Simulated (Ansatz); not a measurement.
# AlNi3: the cost of one run

Computed with Ansatz 0.2.0 (DFT PBEsol, scalar-relativistic, plane waves, PAW, unless a step's input says otherwise).

1 further run of the same task is left out (set aside as unsound or not needed).

### 1 The structure to begin with

Symmetry: Pm-3m, No. 221, cubic system. Conventional cell: a = 3.519 Å, b = 3.519 Å, c = 3.519 Å, α = 90.00°, β = 90.00°, γ = 90.00°. Around Al (site symmetry m-3m) lie 12 Ni at 2.49 Å. Ni (site symmetry 4/mmm) has 4 Al at 2.49 Å and 8 Ni at 2.49 Å as nearest neighbours.

Structure file:

```xyz
4
Lattice="3.5191 0.0000 0.0000 0.0000 3.5191 0.0000 0.0000 0.0000 3.5191" Properties=species:S:1:pos:R:3 pbc="T T T"
Al    0.0000    0.0000    0.0000
Ni    0.0000    1.7595    1.7595
Ni    1.7595    0.0000    1.7595
Ni    1.7595    1.7595    0.0000
```

It goes back to an entry of the Materials Project, which need not be the stable form.

This cell was relaxed beforehand with the same method: volume 10.90 Å³/atom, gap on the mesh none (metal), site moments up to 0.3 μB.

### 2 Static run: bands, density of states and charges

input.yaml reads:

```yaml
crystal:
  lattice:
    - [3.5190923685, 0.0, 0.0]
    - [0.0, 3.5190923685, 0.0]
    - [0.0, 0.0, 3.5190923685]
  atoms:
    - { symbol: Al, position: [0.0, 0.0, 0.0] }
    - { symbol: Ni, position: [0.0, 0.5, 0.5], spin: 0.28 }
    - { symbol: Ni, position: [0.5, 0.0, 0.5], spin: 0.28 }
    - { symbol: Ni, position: [0.5, 0.5, 0.0], spin: 0.28 }
basis:
  ecutwfc: 420
kpoints:
  mp_grid: { grid: [12, 12, 12] }
  band_path:
    path:
      - [[0.0, 0.0, 0.0], [0.0, 0.5, 0.0], [0.5, 0.5, 0.0], [0.0, 0.0, 0.0], [0.5, 0.5, 0.5], [0.0, 0.5, 0.0]]
      - [[0.5, 0.5, 0.5], [0.5, 0.5, 0.0]]
    npoints: 14
hamiltonian:
  xc: pbesol
scf:
  occupations: { method: gaussian, width: 0.1 }
  n_extra_bands: 10
output:
  forces: true
  stress: true
  eigenvalues: true
  populations: true
  dos: { projected: true, de: 0.02, nscf_kmesh: { grid: [18, 18, 18] } }
  bader: true
  write_density: true
  write_potential: true
  elf: true
  volumetric_format: npy
magnetization:
  spin_polarized: true
checkpoint:
  read: start.run
  write: ck
  compress: false
  write_wavefunctions: false
  write_every: 100000
```

The run is started by

```console
> ansatz run input.yaml --threads 1 --pin off --max-ram 2560MiB --backend cpu --events-out ev --progress --plain --runs-dir out
```

What time and memory should one allow on 1 thread of AMD EPYC 7R43 (Zen 3), shared host?

About 49 s, with a peak of 0.6 GiB.
